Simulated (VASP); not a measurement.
Method: r2SCAN meta-GGA, VASP's PBE PAW potentials (set 64) (plane waves; VASP).

The input files of a VASP run:

POSCAR:
```
BeO
1
    1.3464266046    -2.3320796943     0.0000000000
    1.3464266046     2.3320796943     0.0000000000
    0.0000000000     0.0000000000     4.3726978034
Be O
2 2
Direct
  0.6666670000   0.3333330000   0.5000096647
  0.3333330000   0.6666670000   0.0000096647
  0.6666670000   0.3333330000   0.8779903353
  0.3333330000   0.6666670000   0.3779903353
```

### INCAR
```
ISMEAR=0   # Gaussian
SIGMA=0.01   # width (eV)
LOPTICS=.True.
LREAL=.False.   # projection in real space or not
ALGO=Normal
LMIXTAU=.True.
CSHIFT=0.1
NBANDS=36
NEDOS=1001   # DOS grid
NELM=100   # most electronic steps
EDIFF=1E-7   # SCF stop (eV)
LCHARG=.False.
PREC=Accurate
LPEAD=.True.
LASPH=.True.   # aspherical one-centre terms
SYSTEM=BeO
ENCUT=520   # plane-wave cut-off (eV)
METAGGA=R2SCAN
LWAVE=.False.
```

File KPOINTS:
```
Automatic mesh
0
Gamma
12 12 7
0 0 0
```

POTCAR, in this order: Be O (PBE.64 set). Program: vasp_std.

Output of the run:

**OSZICAR**
```
       N       E                     dE             d eps       ncg     rms          rms(c)
DAV:   1     0.616253155862E+02    0.61625E+02   -0.68831E+03  5488   0.438E+02
DAV:   2    -0.367085521255E+02   -0.98334E+02   -0.92354E+02  6568   0.153E+02
DAV:   3    -0.393849276008E+02   -0.26764E+01   -0.26566E+01  6612   0.217E+01
DAV:   4    -0.393920866668E+02   -0.71591E-02   -0.71585E-02  6320   0.128E+00
DAV:   5    -0.393921094882E+02   -0.22821E-04   -0.22821E-04  6528   0.716E-02    0.864E+00
DAV:   6    -0.334246391907E+02    0.59675E+01   -0.46507E-01  5764   0.608E+00    0.279E+00
DAV:   7    -0.322322914445E+02    0.11923E+01   -0.75156E-01  6404   0.394E+00    0.195E+00
DAV:   8    -0.351132491807E+02   -0.28810E+01   -0.21328E-01  5600   0.276E+00    0.122E+00
DAV:   9    -0.324032278117E+02    0.27100E+01   -0.14136E-01  5536   0.231E+00    0.320E-01
DAV:  10    -0.325849874477E+02   -0.18176E+00   -0.55647E-02  5504   0.129E+00    0.174E-01
DAV:  11    -0.325824006292E+02    0.25868E-02   -0.85303E-04  6648   0.139E-01    0.209E-01
DAV:  12    -0.325876363631E+02   -0.52357E-02   -0.52834E-04  5804   0.128E-01    0.154E-01
DAV:  13    -0.325897472510E+02   -0.21109E-02   -0.11770E-03  5792   0.242E-01    0.450E-02
DAV:  14    -0.325896985988E+02    0.48652E-04   -0.15450E-04  6048   0.571E-02    0.390E-02
DAV:  15    -0.325897108625E+02   -0.12264E-04   -0.19803E-06  6736   0.864E-03    0.272E-02
DAV:  16    -0.325897966407E+02   -0.85778E-04   -0.86967E-06  5860   0.163E-02    0.413E-03
DAV:  17    -0.325898063324E+02   -0.96917E-05   -0.83236E-07  5972   0.555E-03    0.713E-03
DAV:  18    -0.325898020420E+02    0.42904E-05   -0.72731E-07  5784   0.542E-03    0.319E-03
DAV:  19    -0.325898021026E+02   -0.60607E-07   -0.13469E-07  6136   0.213E-03
   1 F= -.32589802E+02 E0= -.32589802E+02  d E =-.475413E-12
 imaginary and real dielectric function
```

### OUTCAR
```
------------------------ aborting loop because EDIFF is reached ----------------------------------------
  FORCE on cell =-STRESS in cart. coord.  units (eV):
  Direction    XX          YY          ZZ          XY          YZ          ZX
  --------------------------------------------------------------------------------------
  Total        0.0678228      0.0678228      0.0775094      0.0000000      0.0000000      0.0000000
  in kB        3.9571339      3.9571353      4.5223000      0.0000000      0.0000000      0.0000000
  external PRESSURE =       4.1455231 kB  Pullay stress =       0.0000000 kB
  volume of cell :       27.46
      direct lattice vectors                 reciprocal lattice vectors
     1.346426605 -2.332079694  0.000000000     0.371353328 -0.214400906  0.000000000
     1.346426605  2.332079694  0.000000000     0.371353328  0.214400906  0.000000000
     0.000000000  0.000000000  4.372697803     0.000000000  0.000000000  0.228691770
 POSITION                                       TOTAL-FORCE (eV/Angst)
 -----------------------------------------------------------------------------------
      1.34643     -0.77736      2.18639        -0.000000      0.000000      0.004221
      1.34643      0.77736      0.00004        -0.000000     -0.000000      0.004221
      1.34643     -0.77736      3.83919         0.000000      0.000000     -0.004221
      1.34643      0.77736      1.65284         0.000000      0.000000     -0.004221
 -----------------------------------------------------------------------------------
    total drift:                               -0.000000      0.001584      0.001937
  FREE ENERGIE OF THE ION-ELECTRON SYSTEM (eV)
  ---------------------------------------------------
  free  energy   TOTEN  =       -32.5898021026 eV

  energy  without entropy=      -32.5898021026  energy(sigma->0) =      -32.58980210

 plasma frequency squared (from intraband transitions) (eV^2)
  --------------------------------------------------------------------------------------
       0.000       0.000       0.000
       0.000       0.000       0.000
       0.000       0.000       0.000

 plasma frequency squared (from interband transitions, int dw w eps(2)(w)) (eV^2)
  --------------------------------------------------------------------------------------
     648.455       0.000      -0.000      -0.000      -0.000       0.000
       0.000       0.000     648.455       0.000      -0.000      -0.000
      -0.000      -0.000      -0.000       0.000     647.628       0.000
```
(Selected blocks of OUTCAR.)

The compound is BeO in the wurtzite structure. It was relaxed first.
